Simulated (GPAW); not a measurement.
Ba:

```
Ba
1.0
     0.00000    3.23267    3.23267
     3.23267    0.00000    3.23267
     3.23267    3.23267    0.00000
Ba
1
Direct
  0.00000 0.00000 0.00000
```

This isn't the form of Ba at room conditions, which is bcc.

Base run:

- Program: GPAW 26.7.0
- Functional: RPBE
- Potentials or basis: the program's PAW data sets (release 1.2.1) made for this functional
- Cutoff: 600 eV
- Basis: pw
- k mesh: 7 × 7 × 7
- Occupations: gaussian, width 0.05 eV
- Spin: no spin polarisation

Its results: band gap on the k mesh none (metal or under the smearing width); pressure 0.3 GPa.

The run is repeated on the same cell with these changes: functional from RPBE to PBE; potentials or basis from the program's PAW data sets (release 1.2.1) made for this functional to GPAW PAW data sets (gpaw-data 1.2.1). What comes out?

Band gap on the k mesh none (metal or under the smearing width); pressure -0.3 GPa.
